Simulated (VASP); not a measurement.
# CuI (Marshite): relaxation of the atoms with PBEsol

Crystal: CuI (Marshite).

```
Cu I
1.0
     0.00000    2.97300    2.97300
     2.97300    0.00000    2.97300
     2.97300    2.97300    0.00000
Cu I
1 1
Direct
  0.25000 0.25000 0.25000
  0.00000 0.00000 0.00000
```

```yaml
Program: VASP 6.6.1
Task: relaxation of the atoms
Functional: PBEsol
Potentials_or_basis: VASP PAW PBE potentials, release 64 (Cu, I)
Cutoff: 600 eV
k_mesh: 8 × 8 × 8
Occupations: gaussian, width 0.03 eV
Spin: no spin polarisation
Further_INCAR_settings: ALGO = Fast; EDIFF = 1e-07; IBRION = 2; EDIFFG = -0.01; NSW = 40
```

```
Pressure after relaxing : 0.0 GPa
Band gap on the k mesh  : 1.19 eV, direct
```

Final structure:
```
Cu I
1.0
     0.00000    2.97300    2.97300
     2.97300    0.00000    2.97300
     2.97300    2.97300    0.00000
Cu I
1 1
Direct
  0.25000 0.25000 0.25000
  0.00000 0.00000 0.00000
```

Levels at points of the mesh, in eV from the valence-band top:
```tsv
k point	band 6	band 7	band 8	band 9	band 10	band 11	band 12	band 13
(0.00, 0.00, 0.00)	-2.13	0.00	0.00	0.00	1.19	4.76	4.76	4.76
(0.50, 0.00, 0.00)	-2.10	-2.05	-0.81	-0.81	2.13	5.32	5.32	7.33
(0.50, 0.50, 0.00)	-2.06	-2.03	-1.73	-1.73	2.48	2.81	9.49	10.02
```

Wall time 18 s on 1 thread of Intel(R) Xeon(R) Platinum 8559C (Emerald Rapids), on a shared host, peak memory 0.21 GiB.

Caveat: the relaxation stopped at its first step, so nothing moved; the PAW data sets were made with another functional, which shifts forces and pressure a little; spin-orbit coupling is left out, which moves the levels of the heavy elements.
